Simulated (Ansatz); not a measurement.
A 2-atom cell of KBr started from a crystallographic database, relaxed with r2SCAN in the plane-wave code Ansatz. It is cubic, Fm-3m (No. 225); conventional cell a = 6.605 Å, 36.02 Å³ an atom. Around K lie 6 Br at 3.30 Å; around Br lie 6 K at 3.30 Å.

The axes x, y and z are those of this cell:
```xyz
2
Lattice="0.0000 3.3024 3.3024 3.3024 0.0000 3.3024 3.3024 3.3024 0.0000" Properties=species:S:1:pos:R:3 pbc="T T T"
K     0.0000    0.0000    0.0000
Br    3.3024    3.3024    3.3024
```

Unstrained: With PBE the gap is 4.430 eV and direct, at Γ. With r2SCAN the gap is 5.071 eV and direct, at Γ. The HSE06 gap is direct at Γ: 5.596 eV. Meshes: PBE 6×6×6, r2SCAN 6×6×6, HSE06 4×4×4. Strains are changes of length per length. After each strain the atoms were relaxed again with r2SCAN within the symmetry that the strain leaves, so tilts or polar shifts that break it weren't tested; points keep the names that they have in the unstrained zone. (Simulation; spin polarisation is off.)

Task: Apply isotropic -1.61 % on every length. How far does the gap move, against the unstrained cell?

Result: PBE: the gap goes from 4.430 to 4.564 eV (+0.134 eV). r2SCAN: the gap goes from 5.071 to 5.214 eV (+0.143 eV). HSE06: the gap goes from 5.596 to 5.743 eV (+0.147 eV). The r2SCAN energy rises by 4.8 meV an atom.

Task: Apply uniaxial -1.12 % along z, other directions held. How far does the gap move, against the unstrained cell?

Result: PBE: the gap goes from 4.430 to 4.456 eV (+0.026 eV). r2SCAN: the gap goes from 5.071 to 5.098 eV (+0.027 eV). HSE06: the gap goes from 5.596 to 5.626 eV (+0.030 eV). The r2SCAN energy rises by 0.7 meV an atom.

The runs are scalar-relativistic, without spin-orbit coupling.

The meshes of the hybrids are coarse, so their gaps aren't converged to the digits shown.
